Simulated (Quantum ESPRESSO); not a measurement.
# CoSi (Pm-3m) in Quantum ESPRESSO: equation of state

How stiff is CoSi in PBE, and what volume does it want? The cell is scaled to several volumes.

Everything below comes from runs of Quantum ESPRESSO 7.5. Logs are shortened: lines on timing, memory, paths and dates and some standing lists are left out, and cuts for length are marked.

## Step 1: The structure

It takes space group Pm-3m (No. 221, cubic). The conventional cell has a = 2.781 Å, b = 2.781 Å, c = 2.781 Å, α = 90.00°, β = 90.00°, γ = 90.00°. Co (site symmetry m-3m) is surrounded by 8 Si at 2.41 Å. Si (site symmetry m-3m) has 8 Co at 2.41 Å as nearest neighbours.

Measurements of this composition are mostly on another form, of space group No. 198.

## Step 2: Single point, PBE, collinear spin, ferromagnetic start, 10.11 Å³/atom

File pw.in:

```
&CONTROL
  calculation = 'scf'
  prefix = 'pwscf'
  outdir = './tmp'
  pseudo_dir = './pseudo'
  tprnfor = .true.
  tstress = .true.
  disk_io = 'nowf'
/
&SYSTEM
  ibrav = 0
  nat = 2
  ntyp = 2
  ecutwfc = 55
  ecutrho = 440
  nbnd = 20
  occupations = 'smearing'
  smearing = 'fd'
  degauss = 0.00367493
  nspin = 2
  starting_magnetization(1) = 0.1176
  starting_magnetization(2) = 0
/
&ELECTRONS
  conv_thr = 4d-10
  electron_maxstep = 120
  mixing_beta = 0.3
/
ATOMIC_SPECIES
Co    58.9332 Co_pbe_v1.2.uspp.F.UPF
Si    28.0850 Si.pbe-n-rrkjus_psl.1.0.0.UPF
CELL_PARAMETERS angstrom
   2.7245561501    0.0000000000    0.0000000000
   0.0000000000    2.7245561501    0.0000000000
   0.0000000000    0.0000000000    2.7245561501
ATOMIC_POSITIONS crystal
Co     0.0000000000    0.0000000000    0.0000000000
Si     0.5000000000    0.5000000000    0.5000000000
K_POINTS automatic
10 10 10 0 0 0
```

Potentials or basis: SSSP 1.3 efficiency PBE.

Run with:

```console
OMP_NUM_THREADS=1 pw.x -in pw.in > pw.out
```

pw.out:

```text
This program is part of the open-source Quantum ESPRESSO suite
     for quantum simulation of materials; please cite
[... 6 lines left out ...]
     using ibrav=0 with symmetry is DISCOURAGED, use correct ibrav instead

     G-vector sticks info
     --------------------
     sticks:   dense  smooth     PW     G-vecs:    dense   smooth      PW
     Sum         933     465    145                21247     7497    1365

     Using Slab Decomposition

     bravais-lattice index     =            0
     lattice parameter (alat)  =       5.1487  a.u.
     unit-cell volume          =     136.4847 (a.u.)^3
     number of atoms/cell      =            2
     number of atomic types    =            2
     number of electrons       =        21.00
     number of Kohn-Sham states=           20
     kinetic-energy cutoff     =      55.0000  Ry
     charge density cutoff     =     440.0000  Ry
     scf convergence threshold =      4.0E-10
     mixing beta               =       0.3000
     number of iterations used =            8  plain     mixing
     Exchange-correlation= PBE
                           (   1   4   3   4   0   0   0)

     celldm(1)=   5.148665  celldm(2)=   0.000000  celldm(3)=   0.000000
     celldm(4)=   0.000000  celldm(5)=   0.000000  celldm(6)=   0.000000

     crystal axes: (cart. coord. in units of alat)
               a(1) = (   1.000000   0.000000   0.000000 )
               a(2) = (   0.000000   1.000000   0.000000 )
               a(3) = (   0.000000   0.000000   1.000000 )

     reciprocal axes: (cart. coord. in units 2 pi/alat)
               b(1) = (  1.000000  0.000000  0.000000 )
               b(2) = (  0.000000  1.000000  0.000000 )
               b(3) = (  0.000000  0.000000  1.000000 )

     PseudoPot. # 1 for Co read from file:
     Co_pbe_v1.2.uspp.F.UPF
     Pseudo is Ultrasoft + core correction, Zval = 17.0
     Generated by new atomic code, or converted to UPF format
     Using radial grid of  863 points,  6 beta functions with:
                l(1) =   0
                l(2) =   0
                l(3) =   1
                l(4) =   1
                l(5) =   2
                l(6) =   2
     Q(r) pseudized with  8 coefficients,  rinner =    1.200   1.200   1.200
                                                       1.200   1.200

     PseudoPot. # 2 for Si read from file:
     Si.pbe-n-rrkjus_psl.1.0.0.UPF
     Pseudo is Ultrasoft + core correction, Zval =  4.0
     Generated using "atomic" code by A. Dal Corso  v.5.1
     Using radial grid of 1141 points,  6 beta functions with:
                l(1) =   0
                l(2) =   0
                l(3) =   1
                l(4) =   1
                l(5) =   2
                l(6) =   2
     Q(r) pseudized with 0 coefficients

     atomic species   valence    mass     pseudopotential
     Co               17.00    58.93320     Co( 1.00)
     Si                4.00    28.08500     Si( 1.00)

     Starting magnetic structure
     atomic species   magnetization
     Co              0.118
     Si              0.000

     48 Sym. Ops., with inversion, found

   Cartesian axes

     site n.     atom                  positions (alat units)
         1        Co     tau(   1) = (   0.0000000   0.0000000   0.0000000  )
         2        Si     tau(   2) = (   0.5000000   0.5000000   0.5000000  )

     number of k points=    56  Fermi-Dirac smearing, width (Ry)=  0.0037
                       cart. coord. in units 2pi/alat
        k(    1) = (   0.0000000   0.0000000   0.0000000), wk =   0.0010000
        k(    2) = (   0.0000000   0.0000000   0.1000000), wk =   0.0060000
        k(    3) = (   0.0000000   0.0000000   0.2000000), wk =   0.0060000
        k(    4) = (   0.0000000   0.0000000   0.3000000), wk =   0.0060000
        k(    5) = (   0.0000000   0.0000000   0.4000000), wk =   0.0060000
        k(    6) = (   0.0000000   0.0000000  -0.5000000), wk =   0.0030000
[... 48 lines left out ...]
        k(   55) = (   0.4000000  -0.5000000  -0.5000000), wk =   0.0060000
        k(   56) = (  -0.5000000  -0.5000000  -0.5000000), wk =   0.0010000

     Dense  grid:    21247 G-vectors     FFT dimensions: (  36,  36,  36)

     Smooth grid:     7497 G-vectors     FFT dimensions: (  25,  25,  25)

     Check: negative core charge=   -0.000018
     Generating pointlists ...
     new r_m :   0.3572 (alat units)  1.8393 (a.u.) for type    1
     new r_m :   0.3572 (alat units)  1.8393 (a.u.) for type    2

     Initial potential from superposition of free atoms

     starting charge      19.9994, renormalised to      21.0000
     Starting wfcs are   17 randomized atomic wfcs +    3 random wfcs

     Self-consistent Calculation

     iteration #  1     ecut=    55.00 Ry     beta= 0.30
     Davidson diagonalization with overlap
     ethr =  1.00E-02,  avg # of iterations =  5.7

     total energy              =    -304.83224696 Ry
     estimated scf accuracy    <      15.09050836 Ry

     total magnetization       =     0.55 Bohr mag/cell
     absolute magnetization    =     0.68 Bohr mag/cell

     iteration #  2     ecut=    55.00 Ry     beta= 0.30
     Davidson diagonalization with overlap
     ethr =  1.00E-02,  avg # of iterations =  2.8

     total energy              =    -309.21006666 Ry
     estimated scf accuracy    <      10.82683195 Ry

     total magnetization       =     0.09 Bohr mag/cell
     absolute magnetization    =     0.12 Bohr mag/cell

     iteration #  3     ecut=    55.00 Ry     beta= 0.30
     Davidson diagonalization with overlap
     ethr =  1.00E-02,  avg # of iterations =  2.0

     total energy              =    -309.93560312 Ry
     estimated scf accuracy    <       0.57002073 Ry

     total magnetization       =     0.44 Bohr mag/cell
     absolute magnetization    =     0.56 Bohr mag/cell
[... 115 lines left out ...]
     total energy              =    -309.96054905 Ry
     estimated scf accuracy    <          1.2E-09 Ry

     total magnetization       =     0.48 Bohr mag/cell
     absolute magnetization    =     0.51 Bohr mag/cell

     iteration # 16     ecut=    55.00 Ry     beta= 0.30
     Davidson diagonalization with overlap
     ethr =  5.82E-12,  avg # of iterations =  2.0

     total energy              =    -309.96054905 Ry
     estimated scf accuracy    <          8.9E-10 Ry

     total magnetization       =     0.48 Bohr mag/cell
     absolute magnetization    =     0.51 Bohr mag/cell

     iteration # 17     ecut=    55.00 Ry     beta= 0.30
     Davidson diagonalization with overlap
     ethr =  4.26E-12,  avg # of iterations =  1.1

     Magnetic moment per site  (integrated on atomic sphere of radius R)
     atom   1 (R=0.357)  charge= 15.5832  magn=  0.4905
     atom   2 (R=0.357)  charge=  1.9242  magn=  0.0032

     End of self-consistent calculation

     Number of k-points >= 100: set verbosity='high' to print the bands.

     the Fermi energy is    18.6524 ev

!    total energy              =    -309.96054905 Ry
     estimated scf accuracy    <          1.3E-10 Ry
     smearing contrib. (-TS)   =      -0.00115035 Ry
     internal energy E=F+TS    =    -309.95939869 Ry

     The total energy is F=E-TS. E is the sum of the following terms:
     one-electron contribution =    -191.73096492 Ry
     hartree contribution      =     110.23922925 Ry
     xc contribution           =     -39.20713909 Ry
     ewald contribution        =    -189.26052394 Ry

     total magnetization       =     0.48 Bohr mag/cell
     absolute magnetization    =     0.51 Bohr mag/cell

     convergence has been achieved in  17 iterations

     Forces acting on atoms (cartesian axes, Ry/au):

     atom    1 type  1   force =     0.00000000    0.00000000    0.00000000
     atom    2 type  2   force =     0.00000000    0.00000000    0.00000000

     Total force =     0.000000     Total SCF correction =     0.000000

     Computing stress (Cartesian axis) and pressure

          total   stress  (Ry/bohr**3)                   (kbar)     P=      155.66
   0.00105815   0.00000000   0.00000000          155.66        0.00        0.00
   0.00000000   0.00105815   0.00000000            0.00      155.66        0.00
   0.00000000   0.00000000   0.00105815            0.00        0.00      155.66

=------------------------------------------------------------------------------=
   JOB DONE.
=------------------------------------------------------------------------------=
```

It took 49 s on 1 thread of AMD EPYC 7R43 (Zen 3), shared host; peak memory 0.15 GiB.

What came out:

| Item | Value |
| --- | --- |
| Free energy | -4217.2281 eV |
| Pressure | 15.6 GPa |
| Band gap on the k mesh | none (metal or under the smearing width) |
| Net moment | 0.48 μB per cell |
| Absolute moment | 0.51 μB per cell |
| Site moments | Co +0.49; Si +0.00 μB |
| Valence electrons inside the program's atomic spheres | Co 15.58; Si 1.92 |

## Step 3: Single point, PBE, collinear spin, ferromagnetic start, 10.33 Å³/atom

Edit pw.in of step 2 so:

```diff
@@ -32,5 +32,5 @@
 CELL_PARAMETERS angstrom
-   2.7245561501    0.0000000000    0.0000000000
-   0.0000000000    2.7245561501    0.0000000000
-   0.0000000000    0.0000000000    2.7245561501
+   2.7437437974    0.0000000000    0.0000000000
+   0.0000000000    2.7437437974    0.0000000000
+   0.0000000000    0.0000000000    2.7437437974
 ATOMIC_POSITIONS crystal
```

Potentials or basis: SSSP 1.3 efficiency PBE.

Run with:

```console
OMP_NUM_THREADS=1 pw.x -in pw.in > pw.out
```

Run time: 48 s. Hardware: 1 thread of AMD EPYC 7R43 (Zen 3), shared host; peak memory 0.15 GiB.

It converged, with:

* Free energy: -4217.2628 eV
* Pressure: 10.1 GPa
* Band gap on the k mesh: none (metal or under the smearing width)
* Net moment: 0.51 μB per cell
* Absolute moment: 0.54 μB per cell
* Site moments: Co +0.52; Si +0.00 μB
* Valence electrons inside the program's atomic spheres: Co 15.60; Si 1.94

## Step 4: Single point, PBE, collinear spin, ferromagnetic start, 10.54 Å³/atom

Edit pw.in of step 3 so:

```diff
@@ -32,5 +32,5 @@
 CELL_PARAMETERS angstrom
-   2.7437437974    0.0000000000    0.0000000000
-   0.0000000000    2.7437437974    0.0000000000
-   0.0000000000    0.0000000000    2.7437437974
+   2.7626667664    0.0000000000    0.0000000000
+   0.0000000000    2.7626667664    0.0000000000
+   0.0000000000    0.0000000000    2.7626667664
 ATOMIC_POSITIONS crystal
```

Run with:

```console
OMP_NUM_THREADS=1 pw.x -in pw.in > pw.out
```

Wall time 51 s (1 thread of AMD EPYC 7R43 (Zen 3), shared host); peak memory 0.15 GiB.

It converged, with:

```
Free energy                                           : -4217.2836 eV
Pressure                                              : 5.2 GPa
Band gap on the k mesh                                : none (metal or under the smearing width)
Net moment                                            : 0.53 μB per cell
Absolute moment                                       : 0.56 μB per cell
Site moments                                          : Co +0.54; Si +0.00 μB
Valence electrons inside the program's atomic spheres : Co 15.61; Si 1.96
```

## Step 5: Single point, PBE, collinear spin, ferromagnetic start, 10.76 Å³/atom

Edit pw.in of step 4 so:

```diff
@@ -32,5 +32,5 @@
 CELL_PARAMETERS angstrom
-   2.7626667664    0.0000000000    0.0000000000
-   0.0000000000    2.7626667664    0.0000000000
-   0.0000000000    0.0000000000    2.7626667664
+   2.7813340000    0.0000000000    0.0000000000
+   0.0000000000    2.7813340000    0.0000000000
+   0.0000000000    0.0000000000    2.7813340000
 ATOMIC_POSITIONS crystal
```

Run with:

```console
OMP_NUM_THREADS=1 pw.x -in pw.in > pw.out
```

Wall time 51 s (1 thread of AMD EPYC 7R43 (Zen 3), shared host); peak memory 0.15 GiB.

Results (log left out):

| Item | Value |
| --- | --- |
| Free energy | -4217.2915 eV |
| Pressure | 0.6 GPa |
| Band gap on the k mesh | none (metal or under the smearing width) |
| Net moment | 0.54 μB per cell |
| Absolute moment | 0.58 μB per cell |
| Site moments | Co +0.56; Si +0.00 μB |
| Valence electrons inside the program's atomic spheres | Co 15.63; Si 1.97 |

## Step 6: Single point, PBE, collinear spin, ferromagnetic start, 10.97 Å³/atom

Edit pw.in of step 5 so:

```diff
@@ -32,5 +32,5 @@
 CELL_PARAMETERS angstrom
-   2.7813340000    0.0000000000    0.0000000000
-   0.0000000000    2.7813340000    0.0000000000
-   0.0000000000    0.0000000000    2.7813340000
+   2.7997539673    0.0000000000    0.0000000000
+   0.0000000000    2.7997539673    0.0000000000
+   0.0000000000    0.0000000000    2.7997539673
 ATOMIC_POSITIONS crystal
```

Potentials or basis: SSSP 1.3 efficiency PBE.

Run with:

```console
OMP_NUM_THREADS=1 pw.x -in pw.in > pw.out
```

It took 59 s on 1 thread of AMD EPYC 7R43 (Zen 3), shared host; peak memory 0.16 GiB.

Results (log left out):

```yaml
Free_energy: -4217.2878 eV
Pressure: -3.5 GPa
Band_gap_on_the_k_mesh: none (metal or under the smearing width)
Net_moment: 0.55 μB per cell
Absolute_moment: 0.60 μB per cell
Site_moments: Co +0.57; Si -0.00 μB
Valence_electrons_inside_the_program's_atomic_spheres: Co 15.64; Si 1.99
```

## Step 7: Single point, PBE, collinear spin, ferromagnetic start, 11.19 Å³/atom

Edit pw.in of step 6 so:

```diff
@@ -32,5 +32,5 @@
 CELL_PARAMETERS angstrom
-   2.7997539673    0.0000000000    0.0000000000
-   0.0000000000    2.7997539673    0.0000000000
-   0.0000000000    0.0000000000    2.7997539673
+   2.8179346973    0.0000000000    0.0000000000
+   0.0000000000    2.8179346973    0.0000000000
+   0.0000000000    0.0000000000    2.8179346973
 ATOMIC_POSITIONS crystal
```

Run with:

```console
OMP_NUM_THREADS=1 pw.x -in pw.in > pw.out
```

Wall time 51 s (1 thread of AMD EPYC 7R43 (Zen 3), shared host); peak memory 0.16 GiB.

It converged, with:

```
Free energy                                           : -4217.2735 eV
Pressure                                              : -7.3 GPa
Band gap on the k mesh                                : none (metal or under the smearing width)
Net moment                                            : 0.56 μB per cell
Absolute moment                                       : 0.62 μB per cell
Site moments                                          : Co +0.58; Si -0.00 μB
Valence electrons inside the program's atomic spheres : Co 15.66; Si 2.00
```

## Step 8: Single point, PBE, collinear spin, ferromagnetic start, 11.40 Å³/atom

Edit pw.in of step 7 so:

```diff
@@ -32,5 +32,5 @@
 CELL_PARAMETERS angstrom
-   2.8179346973    0.0000000000    0.0000000000
-   0.0000000000    2.8179346973    0.0000000000
-   0.0000000000    0.0000000000    2.8179346973
+   2.8358838098    0.0000000000    0.0000000000
+   0.0000000000    2.8358838098    0.0000000000
+   0.0000000000    0.0000000000    2.8358838098
 ATOMIC_POSITIONS crystal
```

Run with:

```console
OMP_NUM_THREADS=1 pw.x -in pw.in > pw.out
```

It took 57 s on 1 thread of AMD EPYC 7R43 (Zen 3), shared host; peak memory 0.17 GiB.

It converged, with:

* Free energy: -4217.2499 eV
* Pressure: -10.5 GPa
* Band gap on the k mesh: none (metal or under the smearing width)
* Net moment: 0.57 μB per cell
* Absolute moment: 0.64 μB per cell
* Site moments: Co +0.60; Si -0.01 μB
* Valence electrons inside the program's atomic spheres: Co 15.67; Si 2.01

## Step 9: Equation of state, PBE, collinear spin, ferromagnetic start

Potentials or basis: SSSP 1.3 efficiency PBE.

This step only gathers the single runs of the series.

Results:

```
Equilibrium volume                      : 10.79 Å³/atom
Bulk modulus                            : 213 GPa
Pressure derivative of the bulk modulus : 3.8 (rough: it moves with the points fitted)
```

Energy against volume, from the lowest point:
| volume (Å³/atom) | energy (meV/atom) |
| --- | --- |
| 10.112 | 31.71 |
| 10.328 | 14.38 |
| 10.543 | 3.97 |
| 10.758 | 0.00 |
| 10.973 | 1.86 |
| 11.188 | 8.99 |
| 11.403 | 20.84 |
